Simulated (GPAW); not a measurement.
The system is Se.

```xyz
3
Lattice="4.3662 0.0000 0.0000 -2.1831 3.7812 0.0000 0.0000 0.0000 4.9536" Properties=species:S:1:pos:R:3 pbc="T T T"
Se    1.6910    2.9289    0.0000
Se   -0.4921    0.8523    3.3024
Se    0.9841    0.0000    1.6512
```

Base run:

* Program: GPAW 26.7.0
* Functional: BLYP
* Potentials or basis: PAW data sets generated in the run's folder for this functional
* Cutoff: 600 eV
* Basis: pw
* k mesh: 7 × 7 × 6
* Occupations: fermi-dirac, width 0.05 eV
* Spin: no spin polarisation

Its results: band gap on the k mesh 1.22 eV, indirect (least direct gap 1.47 eV); pressure 6.2 GPa; largest force 0.690 eV/Å.

Problem. The run is repeated on the same cell with these changes: functional from BLYP to r2SCAN; potentials or basis from PAW data sets generated in the run's folder for this functional to GPAW PAW data sets (gpaw-data 1.2.1). What comes out?

Solution. Band gap on the k mesh 1.45 eV, indirect (least direct gap 1.70 eV); pressure 1.3 GPa; largest force 0.055 eV/Å.

Caveats: the mesh misses the band edges, which the band path finds closer together; the PAW data sets were made with another functional, which shifts forces and pressure a little (some runs).
